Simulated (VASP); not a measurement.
Set up this calculation in VASP 6.6.1, as the native input.

```yaml
Task: single point
Functional: PBEsol
Potentials_or_basis: VASP PAW PBE potentials, release 64 (Ag, Cl)
Cutoff: 520 eV
k_mesh: 8 × 8 × 8
Occupations: gaussian, width 0.05 eV
Spin: no spin polarisation
Dipole_correction: no
Further_INCAR_settings: ALGO = Fast; EDIFF = 1e-06; NBANDS = 16
```

The structure of AgCl lies in POSCAR:

```
AgCl
1.0
    0.0000000000      2.6899555000      2.8147472500
    2.6899555000      0.0000000000      2.8147472500
    2.6899555000      2.6899555000      0.0000000000
Ag Cl
1 1
Direct
    0.5000000000      0.5000000000      0.5000000000
    0.0000000000      0.0000000000      0.0000000000
```

The cell isn't the ideal one: strain -0.030 along x and y, +0.015 along z, atoms carried along.

One way to write it, as run:

INCAR

```
SYSTEM = AgCl
ALGO     = Fast           ! electronic algorithm
EDIFF    = 1E-6           ! SCF threshold, eV
ENCUT    = 520            ! plane-wave cutoff, eV
GGA      = PS             ! functional
ISIF     = 2              ! what is computed and relaxed
ISMEAR   = 0              ! smearing method
LASPH    = .TRUE.         ! aspherical terms in the spheres
LCHARG   = .TRUE.         ! write CHGCAR
LELF     = .TRUE.         ! ELF
LREAL    = .FALSE.        ! projectors in reciprocal space
LVHAR    = .TRUE.       
LWAVE    = .FALSE.        ! write WAVECAR
NBANDS   = 16             ! bands
NELM     = 100            ! most SCF steps
PREC     = Accurate       ! precision mode
SIGMA    = 0.05           ! smearing width, eV
```

KPOINTS

```
k-points
0
G
  8 8 8
  0 0 0
```

Potentials or basis: VASP PAW PBE potentials, release 64 (Ag, Cl).

Launch:

```console
$ cat potpaw_PBE.64/Ag/POTCAR potpaw_PBE.64/Cl/POTCAR > POTCAR
$ mpirun -np 1 vasp_std > vasp.out
```

It gave:

- Pressure: -0.3 GPa
- Band gap on the k mesh: 0.58 eV, indirect (least direct gap 3.17 eV)

Caveat: the PAW data sets were made with another functional, which shifts forces and pressure a little.

Wall time 23 s on 1 thread of Intel(R) Xeon(R) Platinum 8488C (Sapphire Rapids), on a shared host, peak memory 0.18 GiB.
